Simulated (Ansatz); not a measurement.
BaTiO3: pressure as volume per atom varies

Periodic Kohn-Sham DFT of a crystal at fixed atoms; pressure and stress are positive in compression; the energy is the free energy less that of spherical unpolarised free atoms; site moments are those in the method's own spheres, positive along +z. The results are calculated, by Ansatz 0.2.0.

Cell of the first row (space group Amm2, No. 38):
```
BaTiO3
1.0
      3.9028     0.0000     0.0000
      0.0000     2.7791     2.7877
      0.0000    -2.7791     2.7877
Ba Ti O
1 1 3
Direct
  0.00000 0.00000 0.00000
  0.50000 0.50790 0.50790
  0.00000 0.49210 0.49210
  0.50000 0.50251 0.99371
  0.50000 0.99371 0.50251
```

Settings of every row: method frozen-core PAW; functional PBE; relativity scalar; k mesh 8x8x8; filling fermi-dirac; smearing width 0.05 eV; wave cutoff 420 eV; paw set soft_2.

Atom start moment: 0 on all atoms.

Limits: no spin-orbit coupling on heavy atoms.

```
row  volume per atom (Å³)  pressure (GPa)
  1                12.095           14.04
  2                12.352           9.552
  3                12.609           5.529
  4                12.738           3.676
  5                12.867           1.922
  6                12.995               ?
  7                13.124          -1.315
  8                13.381          -4.218
  9                13.639           -6.82
```

Question: what pressure should row 6 give?

Worked fit of pressure. Take u = (V_r/V)^(2/3) − 1 with V_r = 12.803 Å³ an atom, which is twice the finite (Eulerian) strain; such expansions in the strain, on which the Birch-Murnaghan equation of state is built, carry the rest volume and the bulk modulus. The shown rows have u = 0.03865, 0.0242, 0.01023, 0.0034, -0.00332, -0.01637, -0.02901, -0.04129. Least squares give pressure = 2.7763 + 261.785 × u + 738.98 × u² + 701 × u³ GPa; a parabola predicts inner rows, each left out in turn, worse (root mean square 0.012 against 0.0057 GPa). The rows lie off it by 0.001, -0.002, -0.003, 0.001, 0.007, -0.001, -0.005, 0.002 (root mean square 0.0034 GPa). The pressure vanishes at u = -0.0109, or V = 13.02 Å³ an atom, and there the bulk modulus at fixed shape and fractions is B = −V dP/dV = (2/3)(1 + u) dP/du = 162 GPa. Letting shape and atoms relax would as a rule lower it, by much in layered, chain or molecular crystals. The withheld row has u = -0.00987, so the fit gives 2.7763 + 261.785 × (-0.00987) + 738.98 × (-0.00987)² + 701 × (-0.00987)³ = 0.264 GPa.

The calculation gave 0.259 GPa. The fit lies 0.005 GPa (1.9 % of the value, 0.024 % of the column's range) above it; its largest miss of a shown row is 0.007 GPa.
